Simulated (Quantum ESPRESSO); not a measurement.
# Mg (P6_3/mmc) in Quantum ESPRESSO: settings compared

The runs below take Mg through band structure, single point, equation of state, with PBEsol, LDA.

Everything below comes from runs of Quantum ESPRESSO 7.5. Logs are shortened: lines on timing, memory, paths and dates and some standing lists are left out, and cuts for length are marked.

### 1 The structure

Symmetry: P6_3/mmc, No. 194, hexagonal system. The conventional cell has a = 3.209 Å, b = 3.209 Å, c = 5.210 Å, α = 90.00°, β = 90.00°, γ = 120.00°. Mg (site symmetry -6m2) is surrounded by 12 Mg at 3.20 to 3.21 Å.

### 2 Band structure, PBEsol

The input, pw.in:

```
&CONTROL
  calculation = 'scf'
  prefix = 'pwscf'
  outdir = './tmp'
  pseudo_dir = './pseudo'
  tprnfor = .true.
  tstress = .true.
  disk_io = 'low'
/
&SYSTEM
  ibrav = 0
  celldm(1) = 8
  nat = 2
  ntyp = 1
  ecutwfc = 45
  ecutrho = 360
  nbnd = 16
  occupations = 'smearing'
  smearing = 'fd'
  degauss = 0.00367493
/
&ELECTRONS
  conv_thr = 4d-10
  electron_maxstep = 120
  mixing_beta = 0.5
/
ATOMIC_SPECIES
Mg    24.3050 mg_pbesol_v1.4.uspp.F.UPF
CELL_PARAMETERS alat
  0.7580872564702   0.0000000000000   0.0000000000000
 -0.3790436282351   0.6565228223966   0.0000000000000
  0.0000000000000   0.0000000000000   1.2307550033922
ATOMIC_POSITIONS crystal
Mg     0.6666666667    0.3333333333    0.7500000000
Mg     0.3333333333    0.6666666667    0.2500000000
K_POINTS automatic
10 10 5 0 0 0
```

The input, bands.in:

```
&CONTROL
  calculation = 'bands'
  prefix = 'pwscf'
  outdir = './tmp'
  pseudo_dir = './pseudo'
  disk_io = 'low'
  verbosity = 'high'
/
&SYSTEM
  ibrav = 0
  celldm(1) = 8
  nat = 2
  ntyp = 1
  ecutwfc = 45
  ecutrho = 360
  nbnd = 16
  occupations = 'smearing'
  smearing = 'fd'
  degauss = 0.00367493
/
&ELECTRONS
  conv_thr = 1d-08
  electron_maxstep = 120
  mixing_beta = 0.5
  diago_full_acc = .true.
  startingwfc = 'random'
/
ATOMIC_SPECIES
Mg    24.3050 mg_pbesol_v1.4.uspp.F.UPF
CELL_PARAMETERS alat
  0.7580872564702   0.0000000000000   0.0000000000000
 -0.3790436282351   0.6565228223966   0.0000000000000
  0.0000000000000   0.0000000000000   1.2307550033922
ATOMIC_POSITIONS crystal
Mg     0.6666666667    0.3333333333    0.7500000000
Mg     0.3333333333    0.6666666667    0.2500000000
K_POINTS crystal
60
 0.0000000000  0.0000000000  0.0000000000 1
 0.0714285714  0.0000000000  0.0000000000 1
 0.1428571429  0.0000000000  0.0000000000 1
 0.2142857143  0.0000000000  0.0000000000 1
 0.2857142857  0.0000000000  0.0000000000 1
 0.3571428571  0.0000000000  0.0000000000 1
 0.4285714286  0.0000000000  0.0000000000 1
 0.5000000000  0.0000000000  0.0000000000 1
 0.4583333333  0.0833333333  0.0000000000 1
 0.4166666667  0.1666666667  0.0000000000 1
 0.3750000000  0.2500000000  0.0000000000 1
 0.3333333333  0.3333333333  0.0000000000 1
 0.2962962963  0.2962962963  0.0000000000 1
 0.2592592593  0.2592592593  0.0000000000 1
 0.2222222222  0.2222222222  0.0000000000 1
 0.1851851852  0.1851851852  0.0000000000 1
 0.1481481481  0.1481481481  0.0000000000 1
 0.1111111111  0.1111111111  0.0000000000 1
 0.0740740741  0.0740740741  0.0000000000 1
 0.0370370370  0.0370370370  0.0000000000 1
 0.0000000000  0.0000000000  0.0000000000 1
 0.0000000000  0.0000000000  0.1250000000 1
 0.0000000000  0.0000000000  0.2500000000 1
 0.0000000000  0.0000000000  0.3750000000 1
 0.0000000000  0.0000000000  0.5000000000 1
 0.0625000000  0.0000000000  0.5000000000 1
 0.1250000000  0.0000000000  0.5000000000 1
 0.1875000000  0.0000000000  0.5000000000 1
 0.2500000000  0.0000000000  0.5000000000 1
 0.3125000000  0.0000000000  0.5000000000 1
 0.3750000000  0.0000000000  0.5000000000 1
 0.4375000000  0.0000000000  0.5000000000 1
 0.5000000000  0.0000000000  0.5000000000 1
 0.4666666667  0.0666666667  0.5000000000 1
 0.4333333333  0.1333333333  0.5000000000 1
 0.4000000000  0.2000000000  0.5000000000 1
 0.3666666667  0.2666666667  0.5000000000 1
 0.3333333333  0.3333333333  0.5000000000 1
 0.3030303030  0.3030303030  0.5000000000 1
 0.2727272727  0.2727272727  0.5000000000 1
 0.2424242424  0.2424242424  0.5000000000 1
 0.2121212121  0.2121212121  0.5000000000 1
 0.1818181818  0.1818181818  0.5000000000 1
 0.1515151515  0.1515151515  0.5000000000 1
 0.1212121212  0.1212121212  0.5000000000 1
 0.0909090909  0.0909090909  0.5000000000 1
 0.0606060606  0.0606060606  0.5000000000 1
 0.0303030303  0.0303030303  0.5000000000 1
 0.0000000000  0.0000000000  0.5000000000 1
 0.5000000000  0.0000000000  0.5000000000 1
 0.5000000000  0.0000000000  0.3750000000 1
 0.5000000000  0.0000000000  0.2500000000 1
 0.5000000000  0.0000000000  0.1250000000 1
 0.5000000000  0.0000000000  0.0000000000 1
 0.3333333333  0.3333333333  0.0000000000 1
 0.3333333333  0.3333333333  0.1000000000 1
 0.3333333333  0.3333333333  0.2000000000 1
 0.3333333333  0.3333333333  0.3000000000 1
 0.3333333333  0.3333333333  0.4000000000 1
 0.3333333333  0.3333333333  0.5000000000 1
```

Potentials or basis: GBRV 1.5 PBEsol.

Started as:

```console
> OMP_NUM_THREADS=1 mpirun -n 2 pw.x -nk 2 -in pw.in > pw.out
> OMP_NUM_THREADS=1 mpirun -n 2 pw.x -nk 2 -in bands.in > bands.out
```

pw.out:

```text
This program is part of the open-source Quantum ESPRESSO suite
     for quantum simulation of materials; please cite
         "P. Giannozzi et al., J. Phys.:Condens. Matter 21 395502 (2009);
         "P. Giannozzi et al., J. Phys.:Condens. Matter 29 465901 (2017);
         "P. Giannozzi et al., J. Chem. Phys. 152 154105 (2020);
     in publications or presentations arising from this work. More details at

     Message from routine setup:
     using ibrav=0 with symmetry is DISCOURAGED, use correct ibrav instead

     K-points division:     npool     =       2
     Subspace diagonalization in iterative solution of the eigenvalue problem:
     a serial algorithm will be used

     G-vector sticks info
     --------------------
     sticks:   dense  smooth     PW     G-vecs:    dense   smooth      PW
     Sum         913     451    139                36215    12781    2141

     Using Slab Decomposition

     bravais-lattice index     =            0
     lattice parameter (alat)  =       8.0000  a.u.
     unit-cell volume          =     313.6249 (a.u.)^3
     number of atoms/cell      =            2
     number of atomic types    =            1
     number of electrons       =        20.00
     number of Kohn-Sham states=           16
     kinetic-energy cutoff     =      45.0000  Ry
     charge density cutoff     =     360.0000  Ry
     scf convergence threshold =      4.0E-10
     mixing beta               =       0.5000
     number of iterations used =            8  plain     mixing
     Exchange-correlation= SLA  PW   PSX  PSC
                           (   1   4  10   8   0   0   0)

     celldm(1)=   8.000000  celldm(2)=   0.000000  celldm(3)=   0.000000
     celldm(4)=   0.000000  celldm(5)=   0.000000  celldm(6)=   0.000000

     crystal axes: (cart. coord. in units of alat)
               a(1) = (   0.758087   0.000000   0.000000 )
               a(2) = (  -0.379044   0.656523   0.000000 )
               a(3) = (   0.000000   0.000000   1.230755 )

     reciprocal axes: (cart. coord. in units 2 pi/alat)
               b(1) = (  1.319109  0.761588 -0.000000 )
               b(2) = (  0.000000  1.523176  0.000000 )
               b(3) = (  0.000000 -0.000000  0.812509 )

     PseudoPot. # 1 for Mg read from file:
     mg_pbesol_v1.4.uspp.F.UPF
     Pseudo is Ultrasoft, Zval = 10.0
     Generated by new atomic code, or converted to UPF format
     Using radial grid of  821 points,  7 beta functions with:
                l(1) =   0
                l(2) =   0
                l(3) =   0
                l(4) =   1
                l(5) =   1
                l(6) =   2
                l(7) =   2
     Q(r) pseudized with  8 coefficients,  rinner =    1.200   1.200   1.200
                                                       1.200   1.200

     atomic species   valence    mass     pseudopotential
     Mg               10.00    24.30500     Mg( 1.00)

     24 Sym. Ops., with inversion, found (12 have fractional translation)

   Cartesian axes

     site n.     atom                  positions (alat units)
         1        Mg     tau(   1) = (   0.3790436   0.2188409   0.9230663  )
         2        Mg     tau(   2) = (  -0.0000000   0.4376819   0.3076888  )

     number of k points=    42  Fermi-Dirac smearing, width (Ry)=  0.0037
                       cart. coord. in units 2pi/alat
        k(    1) = (   0.0000000   0.0000000   0.0000000), wk =   0.0040000
        k(    2) = (   0.0000000   0.0000000   0.1625019), wk =   0.0080000
        k(    3) = (   0.0000000   0.0000000   0.3250038), wk =   0.0080000
        k(    4) = (   0.0000000   0.1523176   0.0000000), wk =   0.0240000
        k(    5) = (   0.0000000   0.1523176   0.1625019), wk =   0.0480000
        k(    6) = (   0.0000000   0.1523176   0.3250038), wk =   0.0480000
[... 34 lines left out ...]
        k(   41) = (   0.3957328   0.6854293   0.1625019), wk =   0.0480000
        k(   42) = (   0.3957328   0.6854293   0.3250038), wk =   0.0480000

     Dense  grid:    36215 G-vectors     FFT dimensions: (  40,  40,  60)

     Smooth grid:    12781 G-vectors     FFT dimensions: (  25,  25,  48)

     Initial potential from superposition of free atoms

     starting charge      19.3995, renormalised to      20.0000
     Starting wfcs are   10 randomized atomic wfcs +    6 random wfcs

     Self-consistent Calculation

     iteration #  1     ecut=    45.00 Ry     beta= 0.50
     Davidson diagonalization with overlap
     ethr =  1.00E-02,  avg # of iterations =  6.5

     total energy              =    -250.20782830 Ry
     estimated scf accuracy    <       0.29500293 Ry

     iteration #  2     ecut=    45.00 Ry     beta= 0.50
     Davidson diagonalization with overlap
     ethr =  1.48E-03,  avg # of iterations =  2.0
[... 36 lines left out ...]
     total energy              =    -250.23345080 Ry
     estimated scf accuracy    <          8.8E-10 Ry

     iteration #  8     ecut=    45.00 Ry     beta= 0.50
     Davidson diagonalization with overlap
     ethr =  4.38E-12,  avg # of iterations =  2.0

     End of self-consistent calculation

          k = 0.0000 0.0000 0.0000 (  1629 PWs)   bands (ev):

   -70.4396 -70.4367 -37.4153 -37.3893 -37.3893 -37.3847 -37.3847 -37.3842
    -1.6057   3.6113   4.0292  16.1276  16.1276  16.2256  16.2256  17.0160

          k = 0.0000 0.0000 0.1625 (  1629 PWs)   bands (ev):

   -70.4393 -70.4370 -37.4124 -37.3889 -37.3889 -37.3872 -37.3851 -37.3851
    -1.3830   1.8903   6.1355  15.0049  16.3021  16.3021  16.3757  16.3757
[... 58 lines left out ...]
   -70.4371 -70.4360 -37.4117 -37.4072 -37.4002 -37.3950 -37.3903 -37.3892
     1.6869   4.7243   5.5663   8.4523   9.1587  12.2159  12.4269  14.1223

          k = 0.0000 0.6093 0.3250 (  1597 PWs)   bands (ev):

   -70.4367 -70.4364 -37.4125 -37.4106 -37.3949 -37.3932 -37.3914 -37.3910
     2.3269   3.3750   6.0883   7.1033  11.5598  12.9876  13.4113  13.9245

          k = 0.0000-0.7616 0.0000 (  1590 PWs)   bands (ev):

   -70.4368 -70.4359 -37.4119 -37.4073 -37.4020 -37.3963 -37.3918 -37.3890
     3.1519   3.1538   7.9109   8.2828   8.5089   8.9319  12.0770  13.4577

          k = 0.0000-0.7616 0.1625 (  1590 PWs)   bands (ev):

   -70.4368 -70.4360 -37.4134 -37.4092 -37.3991 -37.3956 -37.3913 -37.3897
     3.3544   3.3632   6.5481   6.5593  10.5471  10.6197  12.2634  13.7556

          k = 0.0000-0.7616 0.3250 (  1592 PWs)   bands (ev):

   -70.4365 -70.4362 -37.4143 -37.4126 -37.3945 -37.3938 -37.3917 -37.3915
     3.9302   3.9519   5.1523   5.1865  12.5499  12.8236  12.9538  13.7595

          k = 0.1319 0.2285 0.0000 (  1617 PWs)   bands (ev):

   -70.4389 -70.4365 -37.4125 -37.3949 -37.3926 -37.3896 -37.3861 -37.3855
    -1.0202   4.1459   4.5937  11.8233  12.1271  16.3709  16.4963  16.8665

          k = 0.1319 0.2285 0.1625 (  1609 PWs)   bands (ev):
[... 106 lines left out ...]
   -70.4363 -70.4360 -37.4077 -37.4070 -37.4035 -37.3985 -37.3948 -37.3924
     3.7304   5.4507   5.5344   7.0814   8.6782   8.8802  11.3821  12.9851

          k = 0.3957 0.6854 0.3250 (  1589 PWs)   bands (ev):

   -70.4362 -70.4361 -37.4094 -37.4091 -37.4030 -37.4006 -37.3913 -37.3904
     4.3364   5.2261   6.0913   6.3997   7.4203   7.5876  13.9162  15.5668

     the Fermi energy is     5.2978 ev

!    total energy              =    -250.23345080 Ry
     estimated scf accuracy    <          8.9E-12 Ry
     smearing contrib. (-TS)   =      -0.00087389 Ry
     internal energy E=F+TS    =    -250.23257692 Ry

     The total energy is F=E-TS. E is the sum of the following terms:
     one-electron contribution =    -210.32581852 Ry
     hartree contribution      =     100.38313361 Ry
     xc contribution           =     -33.17356880 Ry
     ewald contribution        =    -107.11632322 Ry

     convergence has been achieved in   8 iterations

     Forces acting on atoms (cartesian axes, Ry/au):

     atom    1 type  1   force =     0.00000000    0.00000000    0.00000000
     atom    2 type  1   force =    -0.00000000   -0.00000000    0.00000000

     Total force =     0.000000     Total SCF correction =     0.000000

     Computing stress (Cartesian axis) and pressure

          total   stress  (Ry/bohr**3)                   (kbar)     P=      -11.45
  -0.00010408  -0.00000000   0.00000000          -15.31       -0.00        0.00
  -0.00000000  -0.00010408   0.00000000           -0.00      -15.31        0.00
   0.00000000   0.00000000  -0.00002535            0.00        0.00       -3.73

=------------------------------------------------------------------------------=
   JOB DONE.
=------------------------------------------------------------------------------=
```

It took 16 s on 2 MPI ranks of Arm Neoverse V1, shared host; peak memory 0.24 GiB.

Results:

| Quantity | Value |
| --- | --- |
| Free energy | -3404.5995 eV |
| Pressure | -1.1 GPa |
| Band gap on the k mesh | none (metal or under the smearing width) |

Levels at the corners of the path, in eV from the Fermi level:
```
point  band 8  band 9  band 10  band 11  band 12  band 13
    Γ  -42.68   -6.90    -1.69    -1.27    10.83    10.83
    M  -42.69   -2.15    -2.14     2.61     2.99     3.21
    K  -42.69   -0.63    -0.61    -0.61     4.07     4.07
    Γ  -42.68   -6.90    -1.69    -1.27    10.83    10.83
    A  -42.68   -5.52    -5.52     4.97     4.97    11.57
    L  -42.69   -1.11    -1.11    -0.48    -0.48     7.95
    H  -42.69    0.18     0.18     0.65     0.65     1.49
    A  -42.68   -5.52    -5.52     4.97     4.97    11.57
    L  -42.69   -1.11    -1.11    -0.48    -0.48     7.95
    M  -42.69   -2.15    -2.14     2.61     2.99     3.21
    K  -42.69   -0.63    -0.61    -0.61     4.07     4.07
    H  -42.69    0.18     0.18     0.65     0.65     1.49
```

(Continued in part 2 of 2.)
